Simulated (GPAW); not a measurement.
SnSe2:

```
Sn Se
1.0
     3.81100    0.00000    0.00000
    -1.90550    3.30042    0.00000
     0.00000    0.00000    6.13600
Sn Se
1 2
Direct
  0.00000 0.00000 0.00000
  0.66667 0.33333 0.75100
  0.33333 0.66667 0.24900
```

Base run:

| Quantity | Value |
| --- | --- |
| Program | GPAW 26.7.0 |
| Functional | MS2 |
| Potentials or basis | GPAW PAW data sets (gpaw-data 1.2.1) |
| Cutoff | 600 eV |
| Basis | pw |
| k mesh | 6 × 6 × 3 |
| Occupations | fermi-dirac, width 0.05 eV |
| Spin | spin-orbit coupling, no magnetisation |

Its results: band gap on the k mesh 1.04 eV, indirect (least direct gap 1.51 eV); pressure 2.5 GPa; largest force 0.351 eV/Å.

Problem. The run is repeated on the same cell with these changes: functional from MS2 to M06-L. What comes out?

Solution. Band gap on the k mesh 1.01 eV, indirect (least direct gap 1.52 eV); pressure 4.0 GPa; largest force 0.637 eV/Å.

Caveats: spin-orbit coupling was added after a scalar SCF, so levels and gaps hold it while energy, forces, pressure and moments don't; this program's spin-orbit splittings come out too wide for heavy elements; the PAW data sets were made with another functional, which shifts forces and pressure a little.

Not every run made on this cell is shown here.
